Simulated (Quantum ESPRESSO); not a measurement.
# BaTiO3 (Barioperovskite) (Amm2) in Quantum ESPRESSO: equation of state

Aim: energy against volume of BaTiO3 (Barioperovskite) in PBEsol, for its equilibrium volume and stiffness.

All numbers are computed with Quantum ESPRESSO 7.5; they aren't measurements. Logs are shortened: lines on timing, memory, paths and dates and some standing lists are left out, and cuts for length are marked.

## 1. The crystal as given

The structure is orthorhombic, space group Amm2 (No. 38). The conventional cell has a = 3.986 Å, b = 5.674 Å, c = 5.690 Å, α = 90.00°, β = 90.00°, γ = 90.00°. Ba (site symmetry mm2) has 12 O at 2.77 to 2.92 Å as nearest neighbours. Ti (site symmetry mm2) has 6 O at 1.93 to 2.09 Å as nearest neighbours. O (site symmetry m) has 2 Ti at 1.93 to 2.09 Å as nearest neighbours. O (site symmetry mm2) has 2 Ti at 2.00 Å as nearest neighbours.

## 2. Single point, PBEsol, 12.10 Å³/atom

Contents of pw.in:

```
&CONTROL
  calculation = 'scf'
  prefix = 'pwscf'
  outdir = './tmp'
  pseudo_dir = './pseudo'
  tstress = .true.
  disk_io = 'nowf'
/
&SYSTEM
  ibrav = 0
  nat = 5
  ntyp = 3
  ecutwfc = 45
  ecutrho = 360
  nbnd = 28
  occupations = 'smearing'
  smearing = 'fd'
  degauss = 0.00367493
/
&ELECTRONS
  conv_thr = 1d-09
  electron_maxstep = 120
  mixing_beta = 0.5
/
ATOMIC_SPECIES
Ba   137.3270 ba_pbesol_v1.uspp.F.UPF
Ti    47.8670 ti_pbesol_v1.4.uspp.F.UPF
O     15.9990 o_pbesol_v1.2.uspp.F.UPF
CELL_PARAMETERS angstrom
   3.9041404363    0.0000000000    0.0000000000
   0.0000000000    2.7789878318    2.7870694172
   0.0000000000   -2.7789878318    2.7870694172
ATOMIC_POSITIONS crystal
Ba     0.0000000000    0.0000000000    0.0000000000
Ti     0.5000000000    0.5124000000    0.5124000000
O      0.5000000000    0.9918400000    0.5052400000
O      0.5000000000    0.5052400000    0.9918400000
O      0.0000000000    0.4874000000    0.4874000000
K_POINTS automatic
7 7 7 0 0 0
```

Potentials or basis: GBRV 1.5 PBEsol.

The run is started by

```
OMP_NUM_THREADS=1 mpirun -n 2 pw.x -nk 2 -in pw.in > pw.out
```

pw.out:

```text
This program is part of the open-source Quantum ESPRESSO suite
     for quantum simulation of materials; please cite
[... 13 lines left out ...]
     --------------------
     sticks:   dense  smooth     PW     G-vecs:    dense   smooth      PW
     Sum        1573     785    241                47053    16687    2749

     Using Slab Decomposition

     bravais-lattice index     =            0
     lattice parameter (alat)  =       7.3778  a.u.
     unit-cell volume          =     408.1187 (a.u.)^3
     number of atoms/cell      =            5
     number of atomic types    =            3
     number of electrons       =        40.00
     number of Kohn-Sham states=           28
     kinetic-energy cutoff     =      45.0000  Ry
     charge density cutoff     =     360.0000  Ry
     scf convergence threshold =      1.0E-09
     mixing beta               =       0.5000
     number of iterations used =            8  plain     mixing
     Exchange-correlation= SLA  PW   PSX  PSC
                           (   1   4  10   8   0   0   0)

     celldm(1)=   7.377756  celldm(2)=   0.000000  celldm(3)=   0.000000
     celldm(4)=   0.000000  celldm(5)=   0.000000  celldm(6)=   0.000000

     crystal axes: (cart. coord. in units of alat)
               a(1) = (   1.000000   0.000000   0.000000 )
               a(2) = (   0.000000   0.711805   0.713875 )
               a(3) = (   0.000000  -0.711805   0.713875 )

     reciprocal axes: (cart. coord. in units 2 pi/alat)
               b(1) = (  1.000000  0.000000 -0.000000 )
               b(2) = ( -0.000000  0.702439  0.700402 )
               b(3) = (  0.000000 -0.702439  0.700402 )

     PseudoPot. # 1 for Ba read from file:
     ba_pbesol_v1.uspp.F.UPF
     Pseudo is Ultrasoft + core correction, Zval = 10.0
     Generated by new atomic code, or converted to UPF format
     Using radial grid of  907 points,  7 beta functions with:
                l(1) =   0
                l(2) =   0
                l(3) =   1
                l(4) =   1
                l(5) =   2
                l(6) =   2
                l(7) =   3
     Q(r) pseudized with  6 coefficients,  rinner =    1.700   1.700   1.700
                                                       1.700   1.700   1.700
                                                       1.700

     PseudoPot. # 2 for Ti read from file:
     ti_pbesol_v1.4.uspp.F.UPF
     Pseudo is Ultrasoft + core correction, Zval = 12.0
     Generated by new atomic code, or converted to UPF format
     Using radial grid of  851 points,  6 beta functions with:
                l(1) =   0
                l(2) =   0
                l(3) =   1
                l(4) =   1
                l(5) =   2
                l(6) =   2
     Q(r) pseudized with  6 coefficients,  rinner =    1.000   1.000   1.000
                                                       1.000   1.000

     PseudoPot. # 3 for O  read from file:
     o_pbesol_v1.2.uspp.F.UPF
     Pseudo is Ultrasoft + core correction, Zval =  6.0
     Generated by new atomic code, or converted to UPF format
     Using radial grid of  737 points,  5 beta functions with:
                l(1) =   0
                l(2) =   0
                l(3) =   1
                l(4) =   1
                l(5) =   2
     Q(r) pseudized with  8 coefficients,  rinner =    0.900   0.900   0.900
                                                       0.900   0.900

     atomic species   valence    mass     pseudopotential
     Ba               10.00   137.32700     Ba( 1.00)
     Ti               12.00    47.86700     Ti( 1.00)
     O                 6.00    15.99900     O ( 1.00)

      4 Sym. Ops. (no inversion) found

   Cartesian axes

     site n.     atom                  positions (alat units)
         1        Ba     tau(   1) = (   0.0000000   0.0000000   0.0000000  )
         2        Ti     tau(   2) = (   0.5000000  -0.0000000   0.7315794  )
         3        O      tau(   3) = (   0.5000000   0.3463645   1.0687284  )
         4        O      tau(   4) = (   0.5000000  -0.3463645   1.0687284  )
         5        O      tau(   5) = (   0.0000000  -0.0000000   0.6958856  )

     number of k points=    64  Fermi-Dirac smearing, width (Ry)=  0.0037
                       cart. coord. in units 2pi/alat
        k(    1) = (   0.0000000   0.0000000   0.0000000), wk =   0.0058309
        k(    2) = (   0.0000000  -0.1003485   0.1000575), wk =   0.0233236
        k(    3) = (   0.0000000  -0.2006969   0.2001150), wk =   0.0233236
        k(    4) = (   0.0000000  -0.3010454   0.3001725), wk =   0.0233236
        k(    5) = (   0.0000000  -0.0000000   0.2001150), wk =   0.0116618
        k(    6) = (   0.0000000  -0.1003485   0.3001725), wk =   0.0233236
[... 56 lines left out ...]
        k(   63) = (   0.4285714  -0.0000000   0.6003449), wk =   0.0233236
        k(   64) = (   0.4285714   0.6020908  -0.0000000), wk =   0.0233236

     Dense  grid:    47053 G-vectors     FFT dimensions: (  45,  45,  45)

     Smooth grid:    16687 G-vectors     FFT dimensions: (  32,  32,  32)

     Check: negative core charge=   -0.000007

     Initial potential from superposition of free atoms

     starting charge      38.9861, renormalised to      40.0000

     negative rho (up, down):  9.945E-02 0.000E+00
     Starting wfcs are   35 randomized atomic wfcs

     Self-consistent Calculation

     iteration #  1     ecut=    45.00 Ry     beta= 0.50
     Davidson diagonalization with overlap
     ethr =  1.00E-02,  avg # of iterations =  2.0

     negative rho (up, down):  9.361E-02 0.000E+00

     total energy              =    -286.44701137 Ry
     estimated scf accuracy    <       0.69093218 Ry

     iteration #  2     ecut=    45.00 Ry     beta= 0.50
     Davidson diagonalization with overlap
     ethr =  1.73E-03,  avg # of iterations =  2.0

     negative rho (up, down):  9.209E-02 0.000E+00

     total energy              =    -286.35885166 Ry
     estimated scf accuracy    <       2.00828026 Ry

     iteration #  3     ecut=    45.00 Ry     beta= 0.50
     Davidson diagonalization with overlap
     ethr =  1.73E-03,  avg # of iterations =  2.0

     negative rho (up, down):  9.022E-02 0.000E+00

     total energy              =    -286.72882198 Ry
     estimated scf accuracy    <       0.07980056 Ry

     iteration #  4     ecut=    45.00 Ry     beta= 0.50
     Davidson diagonalization with overlap
     ethr =  2.00E-04,  avg # of iterations =  2.0

     negative rho (up, down):  8.787E-02 0.000E+00

     total energy              =    -286.72834293 Ry
     estimated scf accuracy    <       0.01584080 Ry

     iteration #  5     ecut=    45.00 Ry     beta= 0.50
     Davidson diagonalization with overlap
     ethr =  3.96E-05,  avg # of iterations =  3.7

     negative rho (up, down):  8.776E-02 0.000E+00

     total energy              =    -286.73150094 Ry
     estimated scf accuracy    <       0.00109439 Ry

     iteration #  6     ecut=    45.00 Ry     beta= 0.50
     Davidson diagonalization with overlap
     c_bands:  1 eigenvalues not converged
     ethr =  2.74E-06,  avg # of iterations =  5.7

     negative rho (up, down):  8.768E-02 0.000E+00

     total energy              =    -286.73168395 Ry
     estimated scf accuracy    <       0.00007719 Ry

     iteration #  7     ecut=    45.00 Ry     beta= 0.50
     Davidson diagonalization with overlap
     ethr =  1.93E-07,  avg # of iterations =  2.0

     negative rho (up, down):  8.760E-02 0.000E+00

     total energy              =    -286.73169228 Ry
     estimated scf accuracy    <       0.00004020 Ry

     iteration #  8     ecut=    45.00 Ry     beta= 0.50
     Davidson diagonalization with overlap
     ethr =  1.01E-07,  avg # of iterations =  1.0

     negative rho (up, down):  8.760E-02 0.000E+00

     total energy              =    -286.73169758 Ry
     estimated scf accuracy    <       0.00000025 Ry

     iteration #  9     ecut=    45.00 Ry     beta= 0.50
     Davidson diagonalization with overlap
     ethr =  6.32E-10,  avg # of iterations =  2.3

     negative rho (up, down):  8.760E-02 0.000E+00

     total energy              =    -286.73169770 Ry
     estimated scf accuracy    <       0.00000005 Ry

     iteration # 10     ecut=    45.00 Ry     beta= 0.50
     Davidson diagonalization with overlap
     ethr =  1.14E-10,  avg # of iterations =  1.4

     negative rho (up, down):  8.760E-02 0.000E+00

     total energy              =    -286.73169769 Ry
     estimated scf accuracy    <       0.00000002 Ry

     iteration # 11     ecut=    45.00 Ry     beta= 0.50
     Davidson diagonalization with overlap
     ethr =  5.49E-11,  avg # of iterations =  1.0

     negative rho (up, down):  8.760E-02 0.000E+00

     End of self-consistent calculation

          k = 0.0000 0.0000 0.0000 (  2103 PWs)   bands (ev):

   -44.8602 -21.2612 -21.2575 -21.2413 -13.3870  -5.7645  -5.1112  -5.0971
     1.3870   1.3933   1.4152   8.8635   8.8659   8.8676   9.7649   9.8246
     9.8804  10.8163  10.9388  10.9876  13.0809  13.1491  13.3346  15.6441
    15.7031  16.1431  16.2534  19.0257

          k = 0.0000-0.1003 0.1001 (  2071 PWs)   bands (ev):

   -44.8600 -21.2726 -21.2585 -21.2408 -13.3561  -5.7974  -5.1031  -5.0671
     1.4263   1.4533   1.5017   8.4918   8.7828   8.7859   9.4958   9.6064
     9.7507  10.4635  10.7012  10.8438  13.2034  13.5414  13.6343  15.6917
    16.2075  16.5387  16.6656  19.5267

          k = 0.0000-0.2007 0.2001 (  2060 PWs)   bands (ev):

   -44.8596 -21.3016 -21.2574 -21.2395 -13.2849  -5.9528  -5.0740  -4.9091
     1.5134   1.5422   1.7473   7.6762   8.5104   8.5136   9.1258   9.3168
     9.4547   9.6813  10.4776  10.5846  13.2885  14.3262  14.3829  15.6952
    17.1233  17.4615  17.6898  19.7889

          k = 0.0000-0.3010 0.3002 (  2068 PWs)   bands (ev):

   -44.8592 -21.3247 -21.2564 -21.2385 -13.2262  -6.1124  -5.0562  -4.7217
     1.5868   1.6174   1.9435   7.0474   8.2398   8.2449   8.8898   9.1405
     9.1984   9.3539  10.3223  10.4100  13.3444  14.9090  14.9447  15.6937
    17.7017  18.2657  18.8001  19.6371

          k = 0.0000-0.0000 0.2001 (  2059 PWs)   bands (ev):
[... 398 lines left out ...]
          k = 0.4286 0.4014 0.0000 (  2093 PWs)   bands (ev):

   -44.8579 -21.3062 -21.2969 -21.2926 -13.0985  -5.3785  -4.9182  -4.8641
     0.9150   1.0583   1.5056   6.8733   7.5825   7.7525   7.9054   8.6629
     8.7342  10.2576  10.5829  10.6872  14.9818  15.2229  15.3192  18.0099
    18.6596  19.3288  19.4878  19.7113

          k = 0.4286-0.0000 0.6003 (  2087 PWs)   bands (ev):

   -44.8572 -21.3173 -21.3140 -21.3034 -13.0356  -4.9106  -4.8122  -4.7987
     0.5657   0.5938   0.7269   6.6248   7.1849   7.2103   8.5483   8.7397
     8.7662  10.9106  10.9434  11.0224  15.5999  15.6487  15.6543  18.2545
    18.3244  18.4587  19.4865  19.5130

          k = 0.4286 0.6021-0.0000 (  2088 PWs)   bands (ev):

   -44.8572 -21.3174 -21.3138 -21.3034 -13.0356  -4.9022  -4.8338  -4.7865
     0.5547   0.6096   0.7246   6.6221   7.1818   7.2183   8.5341   8.7577
     8.7614  10.9072  10.9486  11.0143  15.5929  15.6485  15.6585  18.2133
    18.3460  18.4840  19.4697  19.5344

     the Fermi energy is    12.1117 ev

!    total energy              =    -286.73169769 Ry
     estimated scf accuracy    <          6.6E-11 Ry
     smearing contrib. (-TS)   =      -0.00000000 Ry
     internal energy E=F+TS    =    -286.73169769 Ry

     The total energy is F=E-TS. E is the sum of the following terms:
     one-electron contribution =     -66.39347693 Ry
     hartree contribution      =      58.38940482 Ry
     xc contribution           =     -67.49804008 Ry
     ewald contribution        =    -211.22958550 Ry

     convergence has been achieved in  11 iterations

     Computing stress (Cartesian axis) and pressure

     negative rho (up, down):  8.760E-02 0.000E+00
          total   stress  (Ry/bohr**3)                   (kbar)     P=       88.62
   0.00061245  -0.00000000   0.00000000           90.09       -0.00        0.00
  -0.00000000   0.00062233  -0.00000000           -0.00       91.55       -0.00
   0.00000000   0.00000000   0.00057248            0.00        0.00       84.22

=------------------------------------------------------------------------------=
   JOB DONE.
=------------------------------------------------------------------------------=
```

It took 42 s on 2 MPI ranks of Intel Xeon Platinum 8375C at 2.90GHz (Ice Lake), shared host; peak memory 0.48 GiB.

Results:

```yaml
Free_energy: -3901.1835 eV
Pressure: 8.9 GPa
Band_gap_on_the_k_mesh: 2.06 eV, indirect (least direct gap 2.09 eV)
```

Caveat: spin-orbit coupling is left out, which moves the levels of the heavy elements; an odd mesh through Γ misses points on the zone boundary, where band edges often lie.

## 3. Single point, PBEsol, 12.35 Å³/atom

Edit pw.in of step 2 so:

```diff
@@ -29,5 +29,5 @@
 CELL_PARAMETERS angstrom
-   3.9041404363    0.0000000000    0.0000000000
-   0.0000000000    2.7789878318    2.7870694172
-   0.0000000000   -2.7789878318    2.7870694172
+   3.9316352889    0.0000000000    0.0000000000
+   0.0000000000    2.7985588135    2.8066973133
+   0.0000000000   -2.7985588135    2.8066973133
 ATOMIC_POSITIONS crystal
```

Potentials or basis: GBRV 1.5 PBEsol.

The run is started by

```
OMP_NUM_THREADS=1 mpirun -n 2 pw.x -nk 2 -in pw.in > pw.out
```

Wall time 50 s (2 MPI ranks of Intel Xeon Platinum 8375C at 2.90GHz (Ice Lake), shared host); peak memory 0.48 GiB.

It converged, with:

```yaml
Free_energy: -3901.2378 eV
Pressure: 4.5 GPa
Band_gap_on_the_k_mesh: 2.01 eV, indirect (least direct gap 2.08 eV)
```

Caveat: spin-orbit coupling is left out, which moves the levels of the heavy elements; an odd mesh through Γ misses points on the zone boundary, where band edges often lie.

## 4. Single point, PBEsol, 12.61 Å³/atom

Edit pw.in of step 3 so:

```diff
@@ -29,5 +29,5 @@
 CELL_PARAMETERS angstrom
-   3.9316352889    0.0000000000    0.0000000000
-   0.0000000000    2.7985588135    2.8066973133
-   0.0000000000   -2.7985588135    2.8066973133
+   3.9587508719    0.0000000000    0.0000000000
+   0.0000000000    2.8178598290    2.8260544582
+   0.0000000000   -2.8178598290    2.8260544582
 ATOMIC_POSITIONS crystal
```

The run is started by

```
OMP_NUM_THREADS=1 mpirun -n 2 pw.x -nk 2 -in pw.in > pw.out
```

Wall time 61 s (2 MPI ranks of Intel Xeon Platinum 8375C at 2.90GHz (Ice Lake), shared host); peak memory 0.5 GiB.

It converged, with:

```yaml
Free_energy: -3901.2588 eV
Pressure: 0.6 GPa
Band_gap_on_the_k_mesh: 1.97 eV, indirect (least direct gap 2.06 eV)
```

Caveat: spin-orbit coupling is left out, which moves the levels of the heavy elements; an odd mesh through Γ misses points on the zone boundary, where band edges often lie.

## 5. Single point, PBEsol, 12.87 Å³/atom

Edit pw.in of step 4 so:

```diff
@@ -29,5 +29,5 @@
 CELL_PARAMETERS angstrom
-   3.9587508719    0.0000000000    0.0000000000
-   0.0000000000    2.8178598290    2.8260544582
-   0.0000000000   -2.8178598290    2.8260544582
+   3.9855000000    0.0000000000    0.0000000000
+   0.0000000000    2.8369000000    2.8451500000
+   0.0000000000   -2.8369000000    2.8451500000
 ATOMIC_POSITIONS crystal
```

The run is started by

```
OMP_NUM_THREADS=1 mpirun -n 2 pw.x -nk 2 -in pw.in > pw.out
```

It took 50 s on 2 MPI ranks of Intel Xeon Platinum 8375C at 2.90GHz (Ice Lake), shared host; peak memory 0.5 GiB.

Results (log left out):

```yaml
Free_energy: -3901.2500 eV
Pressure: -2.9 GPa
Band_gap_on_the_k_mesh: 1.93 eV, indirect (least direct gap 2.04 eV)
```

Caveat: spin-orbit coupling is left out, which moves the levels of the heavy elements; an odd mesh through Γ misses points on the zone boundary, where band edges often lie.

## 6. Single point, PBEsol, 13.12 Å³/atom

Edit pw.in of step 5 so:

```diff
@@ -29,5 +29,5 @@
 CELL_PARAMETERS angstrom
-   3.9855000000    0.0000000000    0.0000000000
-   0.0000000000    2.8369000000    2.8451500000
-   0.0000000000   -2.8369000000    2.8451500000
+   4.0118948090    0.0000000000    0.0000000000
+   0.0000000000    2.8556879648    2.8639926021
+   0.0000000000   -2.8556879648    2.8639926021
 ATOMIC_POSITIONS crystal
```

Potentials or basis: GBRV 1.5 PBEsol.

The run is started by

```
OMP_NUM_THREADS=1 mpirun -n 2 pw.x -nk 2 -in pw.in > pw.out
```

It took 68 s on 2 MPI ranks of Intel Xeon Platinum 8375C at 2.90GHz (Ice Lake), shared host; peak memory 0.52 GiB.

Results (log left out):

```yaml
Free_energy: -3901.2146 eV
Pressure: -6.1 GPa
Band_gap_on_the_k_mesh: 1.88 eV, indirect (least direct gap 2.01 eV)
```

Caveat: spin-orbit coupling is left out, which moves the levels of the heavy elements; an odd mesh through Γ misses points on the zone boundary, where band edges often lie.

(Continued in part 2 of 2.)
